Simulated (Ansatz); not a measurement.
Six crystals in the simple cubic structure, computed with PBE in Ansatz (plane waves, PAW datasets (generated soft set 1); cutoff 420 eV), no spin polarisation, no spin–orbit coupling, Fermi–Dirac smearing of 0.061 eV, k-spacing 0.06 Å⁻¹.

(1) Rank them by bulk modulus, stiffest first.
A. Ni
B. Bi
C. Al
D. Mn
E. Ti
F. F

Results:

(1) D (212 GPa), A (147 GPa), E (78 GPa), F (61 GPa), C (57 GPa), B (46 GPa).

Model structures, not the usual forms at ambient conditions (metastable or hypothetical): Al, Ni, Bi, F, Ti, Mn. Spin polarisation is left out, and a magnetic state may lie lower for Ni, F, Mn. Spin–orbit coupling is left out, which matters for 6p elements such as Tl, Pb and Bi.
